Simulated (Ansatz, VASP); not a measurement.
One calculation of Ca, two programs

```
Ca
1.0
    -2.24000    2.24000    2.24000
     2.24000   -2.24000    2.24000
     2.24000    2.24000   -2.24000
Ca
1
Direct
  0.00000 0.00000 0.00000
```

This isn't the form of Ca at room conditions, which is fcc.

Alike in both runs: task relaxation of cell and atoms; functional PBE; k mesh 14 × 14 × 14; occupations gaussian, width 0.1 eV; no spin polarisation.

|  | VASP | Ansatz |
| --- | --- | --- |
| version | VASP 6.6.1 | Ansatz 0.2.0 |
| potentials or method | VASP PAW PBE potentials, release 64 (Ca_sv) | scalar-relativistic, plane waves, PAW |
| plane-wave cutoff (eV) | 600 | 420 |
| valence electrons in the cell | 10 | 10 |

```tsv
	VASP	Ansatz	Ansatz less VASP
gap on the k mesh at the Fermi level, each at its own relaxed structure (eV)	none	none	-
relaxed volume (Å³/atom)	42.22	42.04	-0.176
relaxed cell length with the largest relative difference (Å)	3.799	3.794	-0.0053
energy change over the relaxation (meV/atom)	-8	-9	-0.5
```

A gap of «none» marks a metal or a gap that the smearing closes.
